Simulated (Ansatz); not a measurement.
**TiO2: how the settings move a relaxation**

How sensitive is a relaxation of TiO2 to its settings? A reference run comes first, then one run with altered input.

Method: reference: DFT, PBEsol, PAW with Ansatz's default frozen-core files, scalar-relativistic; relaxation of cell and atoms, in Ansatz 0.2.0.

## (1) Starting point

The structure is tetragonal, space group I4_1/amd (No. 141). Conventional cell: a = 3.784 Å, b = 3.784 Å, c = 9.515 Å, α = 90.00°, β = 90.00°, γ = 90.00°. Ti (site symmetry -4m2) has 6 O at 1.93 to 1.98 Å as nearest neighbours. O (site symmetry 2mm) has 3 Ti at 1.93 to 1.98 Å as nearest neighbours.

Structure file:

```
CELL_PARAMETERS angstrom
-1.89210 1.89210 4.75730
1.89210 -1.89210 4.75730
1.89210 1.89210 -4.75730
ATOMIC_POSITIONS crystal
Ti 0.00000 0.00000 0.00000
Ti 0.75000 0.25000 0.50000
O 0.20810 0.20810 0.00000
O 0.95810 0.45810 0.50000
O 0.54190 0.04190 0.50000
O 0.79190 0.79190 0.00000
```

## (2) Baseline

input.yaml reads:

```yaml
crystal:
  lattice:
    - [-1.8921, 1.8921, 4.7573]
    - [1.8921, -1.8921, 4.7573]
    - [1.8921, 1.8921, -4.7573]
  atoms:
    - { symbol: Ti, position: [0.0, 0.0, 0.0] }
    - { symbol: Ti, position: [0.75, 0.25, 0.5] }
    - { symbol: O, position: [0.2081, 0.2081, 0.0] }
    - { symbol: O, position: [0.9581, 0.4581, 0.5] }
    - { symbol: O, position: [0.5419, 0.0419, 0.5] }
    - { symbol: O, position: [0.7919, 0.7919, 0.0] }
kpoints:
  mp_grid: { grid: [10, 10, 10] }
scf:
  occupations: { method: fermi_dirac, width: 0.05 }
hamiltonian:
  xc: pbesol
  pseudopotentials: { kind: paw }
relax:
  f_tol: 0.002
  max_steps: 80
  cell: {}
output:
  forces: true
  stress: true
```

On the command line:

```bash
$ ansatz run input.yaml --threads 2 --pin off --max-ram 6144MiB --backend cpu --events-out ev --progress --plain --runs-dir out
```

Excerpt of the output:

```text
[...]
Basis set: ecut = 420 eV, 1315 PW (Γ), FFT grids on a1+a3, a2+a3, a3, exchange–correlation on 54×54×80 points (8 copies of the dense FFT grid, shifted against one another)
[...]
k-points: 102 of 1000
[...]
SCF iter   1: F=—  HF=-7199.762775 eV  |F-HF|=—  |Δ(HF+E_count)|=         —  Δρ=1.61e-2  dr2=1.36e-1  ethr=1.77e-3  ⟨swp⟩=4.9  Hψ=12539  notcnv=0
preconditioner: auto → none  [insulator: Δε(μ)=1.938 eV  Ē_g=9.555 eV  σ=0.050 eV  W_gap=1.00  n_scr=14 (ndim 8)  ℏωp=25.4 eV  f_vac=0.102  D(μ)=0.00/eV (n_scr^D=0)  ε∞_Penn≈8.1]
SCF iter   2: F=—  HF=-7199.767849 eV  |F-HF|=—  |Δ(HF+E_count)|=   5.07e-3  Δρ=1.68e-2  dr2=1.89e-1  ethr=2.84e-4  ⟨swp⟩=2.0  Hψ=5943  notcnv=0  defer=156
[...]
relax step   1: F+E_penalty+E_count = -7199.73135394 eV  Δ(F+E_penalty+E_count) = +0.000e0 eV  max|allowed force component| = 9.171e-3 eV/Å  Δτ_max = 0.0000 Å  P = -1.062 GPa  Ω = 68.125 Å³  (6 SCF iters, dr2 threshold 1.00e-7 eV, accepted)
[...]
relax step   2: F+E_penalty+E_count = -7199.73357462 eV  Δ(F+E_penalty+E_count) = -2.221e-3 eV  max|allowed force component| = 5.614e-3 eV/Å  Δτ_max = 0.0012 Å  P = -0.325 GPa  Ω = 67.921 Å³  energy of the carried Pulay correction = +9.337e-4 eV  (5 SCF iters,
[...]
relax step   3: F+E_penalty+E_count = -7199.73448205 eV  Δ(F+E_penalty+E_count) = -9.074e-4 eV  max|allowed force component| = 5.786e-3 eV/Å  Δτ_max = 0.0017 Å  P = +0.098 GPa  Ω = 67.817 Å³  energy of the carried Pulay correction = +1.408e-3 eV  (5 SCF iters,
[...]
relax step   4: F+E_penalty+E_count = -7199.73448240 eV  Δ(F+E_penalty+E_count) = -3.567e-7 eV  max|allowed force component| = 9.267e-4 eV/Å  Δτ_max = 0.0011 Å  P = +0.087 GPa  Ω = 67.836 Å³  energy of the carried Pulay correction = +1.324e-3 eV  (4 SCF iters,
[...]
relax step   5: F+E_penalty+E_count = -7199.73433250 eV  Δ(F+E_penalty+E_count) = +1.499e-4 eV  max|allowed force component| = 5.624e-5 eV/Å  Δτ_max = 0.0008 Å  P = -0.000 GPa  Ω = 67.872 Å³  energy of the carried Pulay correction = +1.156e-3 eV  (4 SCF iters,
[...]
relax step   6: F+E_penalty+E_count = -7199.73328646 eV  Δ(F+E_penalty+E_count) = +1.046e-3 eV  max|allowed force component| = 1.832e-4 eV/Å  Δτ_max = 0.0000 Å  P = -0.030 GPa  Ω = 67.872 Å³  stress off target by 5.57e-2 GPa  SCF on the basis re-selected at th
[...]
relax step   7: F+E_penalty+E_count = -7199.73330032 eV  Δ(F+E_penalty+E_count) = -1.386e-5 eV  max|allowed force component| = 6.187e-5 eV/Å  Δτ_max = 0.0006 Å  P = +0.000 GPa  Ω = 67.871 Å³  energy of the carried Pulay correction = +5.680e-6 eV  (5 SCF iters,
[...]
SCF iter   4: F=—  HF=-7199.733273 eV  |F-HF|=—  |Δ(HF+E_count)|=   2.09e-8  Δρ=6.70e-7  dr2=1.23e-10  ethr=2.88e-11  ⟨swp⟩=2.0  Hψ=4692  notcnv=0
SCF iter   5: F=-7199.733273 eV  HF=-7199.733273 eV  |F-HF|=7.28e-12  |Δ(HF+E_count)|=   1.69e-9  Δρ=8.35e-8  dr2=1.63e-12  ethr=1.00e-12  ⟨swp⟩=4.1  Hψ=10006  notcnv=0
[...]
relax step   8: F+E_penalty+E_count = -7199.73327336 eV  Δ(F+E_penalty+E_count) = +2.696e-5 eV  max|allowed force component| = 7.695e-5 eV/Å  Δτ_max = 0.0000 Å  P = -0.000 GPa  Ω = 67.871 Å³  stress off target by 6.27e-3 GPa  SCF on the basis re-selected at th
[...]
SCF converged after 5 iterations
Free energy (F): -7199.733273 eV
[...]
E sigma→0 (E₀):  -7199.733273 eV
Fermi energy:    8.365138 eV
[...]
  P = ⅓ Tr σ = -0.0002 GPa (-0.002 kbar)
--- Relaxed structure (6 steps of the walk, 6 accepted, 2 SCFs on fresh bases) ---
[...]
```

Wall time 21 s (2 threads of Intel Xeon 6975P-C (Granite Rapids), shared host); peak memory 0.52 GiB.

## (3) The same system, input altered

Edit input.yaml of step 2 so:

```diff
@@ -12,6 +12,7 @@
     - { symbol: O, position: [0.7919, 0.7919, 0.0] }
+  symmetry: { detect: false }
 kpoints:
-  mp_grid: { grid: [10, 10, 10] }
+  mp_grid: { grid: [8, 8, 8] }
 scf:
-  occupations: { method: fermi_dirac, width: 0.05 }
+  occupations: { method: fixed }
 hamiltonian:
```

On the command line:

```bash
$ ansatz run input.yaml --threads 2 --pin off --max-ram 6144MiB --backend cpu --events-out ev --progress --plain --runs-dir out
```

The program printed:

```text
basis.fft_grid_basis auto: the FFT boxes are laid along the combinations [[1, 0, 1], [0, 1, 1], [0, 0, 1]] of the cell's own vectors, 3.784, 3.784 and 5.458 Å long. The dense box has 27×27×40 points. Along the cell's own vectors, as sized, it would have 40×40×40, 2.19 times as many. Of the 16 symmetry operations that the crystal satisfies within crystal.symmetry.tolerance (time reversal apart; of a slab, those that keep its plane) the dense box along the cell's own vectors carries 16, and the one as laid loses 14 of those. basis.fft_grid_basis: typed keeps the cell's own vectors: state it where this run's energies or levels are differenced outside the engine with another run's, or held beside a run that keeps those vectors.
the start keeps a symmetry that the run doesn't impose, so 6 atoms are moved at random by 1.00e-2 Å, to let the relaxation leave a saddle point. relax.escape_saddle: false keeps them in place
Engine: ansatz 0.2.0
Pseudopotentials: kind: paw
Pseudopotential: Ti, paw, valence charge 12, recommended cutoff 420 eV (normal), Ti.paw.azcp
Pseudopotential: O, paw, valence charge 6, recommended cutoff 420 eV (normal), O.paw.azcp
Functional definition: PBEsol
  exchange = pbesol_x
  correlation = pbesol_c
Crystal: 6 atoms, lattice volume = 68.125 Å³
Basis set: ecut = 420 eV, 1315 PW (Γ), FFT grids on a1+a3, a2+a3, a3, exchange–correlation on 54×54×80 points (8 copies of the dense FFT grid, shifted against one another)
Bands: 30, of which v1, the nominal top of the filled ones, is band 24 counted from 1 (23 counted from 0)
Symmetry: 1 space group operations
k-points: 260 of 512 (time reversal used)
Non-local potential: Ti, projectors of the file, l = 0: 3, l = 1: 2, l = 2: 3, l = 3: 1
Non-local potential: O, projectors of the file, l = 0: 2, l = 1: 2, l = 2: 1
PAW form: soft (Blöchl's): semilocal exchange-correlation on the pseudo side does not see the compensation charge
PAW frozen core: Ti, regenerated for the run's functional, and the local potential with it (the file was generated under x = pbe(κ = 0.804, μ = 0.2195149727645171), c = pbe(β = 0.06672455060314922))
PAW frozen core: O, regenerated for the run's functional, and the local potential with it (the file was generated under x = pbe(κ = 0.804, μ = 0.2195149727645171), c = pbe(β = 0.06672455060314922))
PAW one-centre angular grid: Ti, 590 points (default); XC on 64 Gauss nodes
PAW one-centre angular grid: O, 110 points (default); XC on 64 Gauss nodes
Initial density: superposition of atomic densities (neutral atoms: chi_scale 0, normalization atom), corrected by the library's trained network
Initial wavefunctions: pseudopotential atomic-orbital guess
Functional: x = pbesol(κ = 0.804, μ = 0.12345679012345678), c = pbesol(β = 0.046)
SCF iter   1: F=—  HF=-7199.761541 eV  |F-HF|=—  |Δ(HF+E_count)|=         —  Δρ=1.61e-2  dr2=1.36e-1  ethr=1.77e-3  ⟨swp⟩=3.7  Hψ=28948  notcnv=0  defer=524
preconditioner: auto → none  [insulator: Δε(μ)=1.965 eV  Ē_g=9.554 eV  n_scr=14 (ndim 8)  ℏωp=25.4 eV  f_vac=0.102  ε∞_Penn≈8.1]
SCF iter   2: F=—  HF=-7199.766284 eV  |F-HF|=—  |Δ(HF+E_count)|=   4.74e-3  Δρ=1.68e-2  dr2=1.88e-1  ethr=2.83e-4  ⟨swp⟩=2.0  Hψ=14575  notcnv=0  defer=973
SCF iter   3: F=—  HF=-7199.730036 eV  |F-HF|=—  |Δ(HF+E_count)|=   3.62e-2  Δρ=2.24e-3  dr2=1.91e-3  ethr=2.83e-4  ⟨swp⟩=2.0  Hψ=11128  notcnv=0  defer=934
SCF iter   4: F=—  HF=-7199.730011 eV  |F-HF|=—  |Δ(HF+E_count)|=   2.52e-5  Δρ=6.90e-4  dr2=9.73e-5  ethr=3.99e-6  ⟨swp⟩=2.1  Hψ=12878  notcnv=0  defer=779
automatic band count: iteration 4 solves 29 bands in place of 30: the levels show a gap, and the empty bands left out lie too high to hold charge; the band table lists the bands solved (type scf.n_extra_bands for more)
SCF iter   5: F=—  HF=-7199.730049 eV  |F-HF|=—  |Δ(HF+E_count)|=   3.82e-5  Δρ=3.14e-4  dr2=7.43e-5  ethr=2.03e-7  ⟨swp⟩=2.0  Hψ=11693  notcnv=0  defer=368
SCF iter   6: F=—  HF=-7199.730035 eV  |F-HF|=—  |Δ(HF+E_count)|=   1.37e-5  Δρ=9.45e-5  dr2=6.42e-6  ethr=1.55e-7  ⟨swp⟩=2.0  Hψ=10496  notcnv=0  defer=223
SCF iter   7: F=—  HF=-7199.730034 eV  |F-HF|=—  |Δ(HF+E_count)|=   1.02e-6  Δρ=2.39e-5  dr2=1.69e-7  ethr=1.34e-8  ⟨swp⟩=2.3  Hψ=12243  notcnv=0  defer=266
SCF iter   8: F=-7199.730035 eV  HF=-7199.730035 eV  |F-HF|=2.62e-8  |Δ(HF+E_count)|=   5.71e-8  Δρ=6.98e-6  dr2=3.12e-8  ethr=2.08e-10  ⟨swp⟩=4.0  Hψ=25178  notcnv=0
SCF 1 converged in 8 iterations: F = -7199.730035 eV  dr2 = 3.12e-8
relax step   1: F+E_penalty+E_count = -7199.73003451 eV  Δ(F+E_penalty+E_count) = +0.000e0 eV  max|allowed force component| = 1.018e-1 eV/Å  Δτ_max = 0.0000 Å  P = -1.128 GPa  Ω = 68.125 Å³  (8 SCF iters, dr2 threshold 1.00e-7 eV, accepted)
Crystal: 6 atoms, lattice volume = 67.919 Å³
Initial density: handed on by an earlier stage of this run
Initial wavefunctions: those handed on with the density
iter 1 solved again at ethr=7.72e-7 eV; its pass at ethr=3.10e-3 eV (dr2=3.71e-4 eV) is discarded
SCF iter   1: F=—  HF=-7199.733222 eV  |F-HF|=—  |Δ(HF+E_count)|=         —  Δρ=8.40e-4  dr2=3.35e-4  ethr=7.72e-7  ⟨swp⟩=2.7  Hψ=32303  notcnv=0  defer=499
automatic band count: iteration 1 solves 28 bands in place of 30: the levels show a gap, and the empty bands left out lie too high to hold charge; the band table lists the bands solved (type scf.n_extra_bands for more)
preconditioner: auto → none  [insulator: Δε(μ)=2.132 eV  Ē_g=9.364 eV  n_scr=14 (ndim 8)  ℏωp=25.5 eV  f_vac=0.095  ε∞_Penn≈8.4]
SCF iter   2: F=—  HF=-7199.733127 eV  |F-HF|=—  |Δ(HF+E_count)|=   9.51e-5  Δρ=6.76e-4  dr2=2.93e-4  ethr=6.98e-7  ⟨swp⟩=3.4  Hψ=12841  notcnv=0  defer=520
SCF iter   3: F=—  HF=-7199.733081 eV  |F-HF|=—  |Δ(HF+E_count)|=   4.66e-5  Δρ=2.85e-4  dr2=3.96e-5  ethr=6.10e-7  ⟨swp⟩=2.6  Hψ=11784  notcnv=0  defer=497
SCF iter   4: F=—  HF=-7199.733076 eV  |F-HF|=—  |Δ(HF+E_count)|=   4.22e-6  Δρ=1.06e-4  dr2=3.82e-6  ethr=8.24e-8  ⟨swp⟩=2.0  Hψ=10030  notcnv=0  defer=497
SCF iter   5: F=—  HF=-7199.733077 eV  |F-HF|=—  |Δ(HF+E_count)|=   7.88e-7  Δρ=6.23e-5  dr2=2.48e-6  ethr=7.96e-9  ⟨swp⟩=2.7  Hψ=11799  notcnv=0  defer=503
SCF iter   6: F=-7199.733077 eV  HF=-7199.733077 eV  |F-HF|=5.36e-9  |Δ(HF+E_count)|=   3.55e-7  Δρ=1.13e-5  dr2=3.49e-8  ethr=1.25e-9  ⟨swp⟩=4.6  Hψ=30961  notcnv=0
SCF 2 converged in 6 iterations: F = -7199.733077 eV  dr2 = 3.49e-8
relax step   2: F+E_penalty+E_count = -7199.73307687 eV  Δ(F+E_penalty+E_count) = -3.042e-3 eV  max|allowed force component| = 5.261e-2 eV/Å  Δτ_max = 0.0050 Å  P = -0.349 GPa  Ω = 67.919 Å³  energy of the carried Pulay correction = +9.436e-4 eV  (6 SCF iters, dr2 threshold 6.00e-7 eV, accepted)
Crystal: 6 atoms, lattice volume = 67.848 Å³
iter 1 solved again at ethr=1.59e-6 eV; its pass at ethr=3.10e-3 eV (dr2=7.62e-4 eV) is discarded
SCF iter   1: F=—  HF=-7199.734742 eV  |F-HF|=—  |Δ(HF+E_count)|=         —  Δρ=1.42e-3  dr2=8.55e-4  ethr=1.59e-6  ⟨swp⟩=4.0  Hψ=33761  notcnv=0  defer=518
automatic band count: iteration 1 solves 28 bands in place of 30: the levels show a gap, and the empty bands left out lie too high to hold charge; the band table lists the bands solved (type scf.n_extra_bands for more)
preconditioner: auto → none  [insulator: Δε(μ)=2.144 eV  Ē_g=9.374 eV  n_scr=14 (ndim 8)  ℏωp=25.5 eV  f_vac=0.096  ε∞_Penn≈8.4]
SCF iter   2: F=—  HF=-7199.734486 eV  |F-HF|=—  |Δ(HF+E_count)|=   2.56e-4  Δρ=6.63e-4  dr2=1.53e-4  ethr=1.59e-6  ⟨swp⟩=2.3  Hψ=11900  notcnv=0  defer=517
SCF iter   3: F=—  HF=-7199.734439 eV  |F-HF|=—  |Δ(HF+E_count)|=   4.67e-5  Δρ=6.21e-4  dr2=2.42e-4  ethr=3.19e-7  ⟨swp⟩=3.5  Hψ=17253  notcnv=0  defer=518
SCF iter   4: F=—  HF=-7199.734397 eV  |F-HF|=—  |Δ(HF+E_count)|=   4.24e-5  Δρ=1.53e-4  dr2=7.82e-6  ethr=3.19e-7  ⟨swp⟩=2.4  Hψ=12378  notcnv=0  defer=505
SCF iter   5: F=—  HF=-7199.734398 eV  |F-HF|=—  |Δ(HF+E_count)|=   6.73e-7  Δρ=5.97e-5  dr2=2.27e-6  ethr=1.63e-8  ⟨swp⟩=2.1  Hψ=10712  notcnv=0  defer=512
SCF iter   6: F=-7199.734397 eV  HF=-7199.734397 eV  |F-HF|=1.21e-7  |Δ(HF+E_count)|=   3.23e-7  Δρ=2.23e-5  dr2=2.05e-7  ethr=1.25e-9  ⟨swp⟩=4.6  Hψ=31737  notcnv=0
SCF 3 converged in 6 iterations: F = -7199.734397 eV  dr2 = 2.05e-7
relax step   3: F+E_penalty+E_count = -7199.73439708 eV  Δ(F+E_penalty+E_count) = -1.320e-3 eV  max|allowed force component| = 1.103e-3 eV/Å  Δτ_max = 0.0117 Å  P = +0.034 GPa  Ω = 67.848 Å³  energy of the carried Pulay correction = +1.271e-3 eV  (6 SCF iters, dr2 threshold 6.00e-7 eV, accepted)
[... 10 lines left out ...]
relax step   4: F+E_penalty+E_count = -7199.73431178 eV  Δ(F+E_penalty+E_count) = +8.530e-5 eV  max|allowed force component| = 6.306e-4 eV/Å  Δτ_max = 0.0011 Å  P = +0.003 GPa  Ω = 67.871 Å³  energy of the carried Pulay correction = +1.164e-3 eV  (5 SCF iters, dr2 threshold 2.69e-8 eV, accepted)
[... 10 lines left out ...]
relax step   5: F+E_penalty+E_count = -7199.73331184 eV  Δ(F+E_penalty+E_count) = +9.999e-4 eV  max|allowed force component| = 4.596e-4 eV/Å  Δτ_max = 0.0000 Å  P = -0.027 GPa  Ω = 67.871 Å³  stress off target by 5.87e-2 GPa  SCF on the basis re-selected at this cell (its energy is not comparable with the rows above)  (6 SCF iters)
[... 10 lines left out ...]
relax step   6: F+E_penalty+E_count = -7199.73331936 eV  Δ(F+E_penalty+E_count) = -7.519e-6 eV  max|allowed force component| = 9.114e-5 eV/Å  Δτ_max = 0.0006 Å  P = -0.000 GPa  Ω = 67.871 Å³  energy of the carried Pulay correction = -1.902e-6 eV  (5 SCF iters, dr2 threshold 8.63e-9 eV, accepted)
iter 1 solved again at ethr=4.81e-9 eV; its pass at ethr=3.10e-3 eV (dr2=2.31e-6 eV) is discarded
SCF iter   1: F=—  HF=-7199.733399 eV  |F-HF|=—  |Δ(HF+E_count)|=         —  Δρ=5.69e-5  dr2=4.91e-8  ethr=4.81e-9  ⟨swp⟩=3.9  Hψ=52327  notcnv=0  defer=1037
preconditioner: auto → none  [insulator: Δε(μ)=2.149 eV  Ē_g=9.674 eV  n_scr=14 (ndim 8)  ℏωp=25.5 eV  f_vac=0.096  ε∞_Penn≈7.9]
SCF iter   2: F=—  HF=-7199.733345 eV  |F-HF|=—  |Δ(HF+E_count)|=   5.38e-5  Δρ=2.86e-5  dr2=1.89e-8  ethr=1.02e-10  ⟨swp⟩=2.0  Hψ=13608  notcnv=0  defer=1037
SCF iter   3: F=—  HF=-7199.733349 eV  |F-HF|=—  |Δ(HF+E_count)|=   4.50e-6  Δρ=1.15e-5  dr2=3.69e-8  ethr=3.94e-11  ⟨swp⟩=2.0  Hψ=11566  notcnv=0  defer=1038
SCF iter   4: F=—  HF=-7199.733350 eV  |F-HF|=—  |Δ(HF+E_count)|=   5.24e-7  Δρ=8.72e-7  dr2=1.02e-10  ethr=3.94e-11  ⟨swp⟩=2.0  Hψ=10467  notcnv=0  defer=1037
SCF iter   5: F=—  HF=-7199.733350 eV  |F-HF|=—  |Δ(HF+E_count)|=   4.14e-9  Δρ=3.61e-7  dr2=1.24e-10  ethr=1.00e-12  ⟨swp⟩=5.0  Hψ=26483  notcnv=0
SCF iter   6: F=-7199.733350 eV  HF=-7199.733350 eV  |F-HF|=3.64e-12  |Δ(HF+E_count)|=  2.36e-11  Δρ=7.99e-8  dr2=1.28e-12  ethr=1.00e-12  ⟨swp⟩=3.0  Hψ=26781  notcnv=0
SCF 7 converged in 6 iterations: F = -7199.733350 eV  dr2 = 1.28e-12
relax step   7: F+E_penalty+E_count = -7199.73335000 eV  Δ(F+E_penalty+E_count) = -3.064e-5 eV  max|allowed force component| = 9.880e-5 eV/Å  Δτ_max = 0.0000 Å  P = -0.000 GPa  Ω = 67.871 Å³  stress off target by 6.36e-3 GPa  SCF on the basis re-selected at this cell (its energy is not comparable with the rows above)  (6 SCF iters)
basis re-selected at this cell: Δ(F+E_penalty+E_count) = -3.064e-5 eV, ΔP = -0.000 GPa vs the last step (what re-selecting the basis moved, of the pressure what is left beyond the Pulay correction that the steps carried, after the strain that the cell walked since its last selection, with what the two solves' SCF thresholds leave and, on support functions, any second-order correction that the steps lacked; it is no measure of the basis error at this ecutwfc). This SCF's stress stands 6.36e-3 GPa from its target on what of the cell is left free (relax.cell.stress_tol is 5.00e-2 GPa) and its largest allowed force component is 9.88e-5 eV/Å (relax.f_tol is 2.00e-3 eV/Å): within both
WARN: the relaxation ended near the 16 symmetry operations of its rattled start. A stable structure does so, and so can a saddle point along a move or strain that wasn't checked. `relax.random_displacement` or `relax.escape_saddle: true` tries the moves, and a distorted `crystal.lattice` a strain
SCF converged after 6 iterations
Free energy (F): -7199.733350 eV
Harris-Foulkes:  -7199.733350 eV  (|F-HF|=3.64e-12)
Internal energy: -7199.733350 eV  (E = F + TS)
E sigma→0 (E₀):  -7199.733350 eV
Fermi energy:    7.220989 eV
--- Per-component energies (eV) ---
  E_band       = -455.544681
  E_kinetic    = 1245.128967
  E_local      = -3561.247778  (includes V_loc(G=0)·N_el)
  E_nonlocal   = 200.329575
  E_hartree    = 1377.662733
  E_xc         = -486.981185
  E_vxc        = -619.856908  (∫ρ·V_xc dr)
  E_paw        = -2649.021148  (= ΣΔE_a)
  E_vpaw       = -475.233931  (= ΣTr[D̂ρ^β])
  E_aug_tail   = 0.009926  (compensation charges beyond the density's cutoff)
  E_ewald      = -3326.034359
  E_core_change = 0.419920  (= ΣΔE_core)
  E_smearing   = -0.000000  (= −TS)
  E_closure    = -0.000000  (closes the sum)
  Σ components = -7199.733350   (vs F -7199.733350, Δ=0.00e0)
--- Forces (eV/Å), atoms counted from 1 ---
  atom   1  Ti    -0.00002529     0.00000910     0.00001750
  atom   2  Ti     0.00000687     0.00008635    -0.00000160
  atom   3  O      0.00001644    -0.00002734    -0.00009881
  atom   4  O      0.00002386     0.00001670    -0.00009579
  atom   5  O     -0.00001239    -0.00004398     0.00008348
  atom   6  O     -0.00000938    -0.00004089     0.00009515
  max |Σ_I F_I| component: 1.05e-7 eV/Å
--- Stress (GPa, compression-positive) ---
       -0.003593       0.000125       0.000134
        0.000125      -0.003052       0.000445
        0.000134       0.000445       0.006336
  P = ⅓ Tr σ = -0.0001 GPa (-0.001 kbar)
--- Relaxed structure (5 steps of the walk, 5 accepted, 2 SCFs on fresh bases) ---
  F+E_penalty+E_count = -7199.73335000 eV   max|allowed force component| = 9.880e-5 eV/Å   (the final SCF, on the basis selected at the relaxed cell)
  cell:  # Å, volume = 67.8709 Å³
    - [-1.884910028812868, 1.8848699133680005, 4.7758544259459494]
    - [1.8848815028661032, -1.8849094942302296, 4.775858822768843]
    - [1.8849063541997795, 1.884905819617141, -4.775870168268154]
  atoms:
    - { symbol: Ti, position: [0.0015437313877828677, 0.0005466578123121952, 0.0014338679440027721] }
    - { symbol: Ti, position: [0.7515429906674487, 0.2505412037531177, 0.5014261386503952] }
    - { symbol: O, position: [0.2090764167700578, 0.20806755892251022, 0.0014297192632312212] }
    - { symbol: O, position: [0.9590673227901674, 0.45807297339850506, 0.501426100771402] }
    - { symbol: O, position: [0.5440165583495606, 0.043019359252776494, 0.5014350759393783] }
    - { symbol: O, position: [0.7940259757015927, 0.7930139051653604, 0.0014391452688811202] }
```

Run time: 62 s. Hardware: 2 threads of Intel Xeon 6975P-C (Granite Rapids), shared host; peak memory 0.76 GiB.

## (4) A look at that input

The program finished normally, with warnings (displaced walk ended near start symmetry, relaxation start displaced). Its log warns: «the relaxation ended near the 16 symmetry operations of its rattled start. A stable structure does so ...»

Fixed occupations are right only where a gap separates filled from empty bands at every k-point. This system has one (2.15 eV on the mesh), so they are sound here.

The occupations need no remedy; a run with other occupations serves as a check.

Changing the use of symmetry, k-point mesh and smearing moves the energy by 0.0 meV/atom (σ→0 values), and the gap on the mesh goes from 2.12 to 2.15 eV. More than one kind of setting changed, and this run alone doesn't tell their shares apart. A gap read on a mesh depends on which points the mesh holds, and a coarse mesh shifts the density too. Cost: 42 SCF cycles against 40, 62 s against 21 s.

## (5) Side by side

```tsv
run	ending	energy change	pressure (GPa)	gap (eV)	force (eV/Å)	cycles	time
reference	converged	0	0.0	2.12	0.00	40	21 s
1: symmetry.detect false, mp_grid.grid [8, 8, 8], occupations.method fixed	converged	0.0 meV/atom (σ→0)	0.0	2.15	0.00	42	62 s
```

Changing the use of symmetry, k-point mesh and smearing moves the energy by 0.0 meV/atom (σ→0 values), and the gap on the mesh goes from 2.12 to 2.15 eV. More than one kind of setting changed, and this run alone doesn't tell their shares apart. A gap read on a mesh depends on which points the mesh holds, and a coarse mesh shifts the density too. Cost: 42 SCF cycles against 40, 62 s against 21 s.
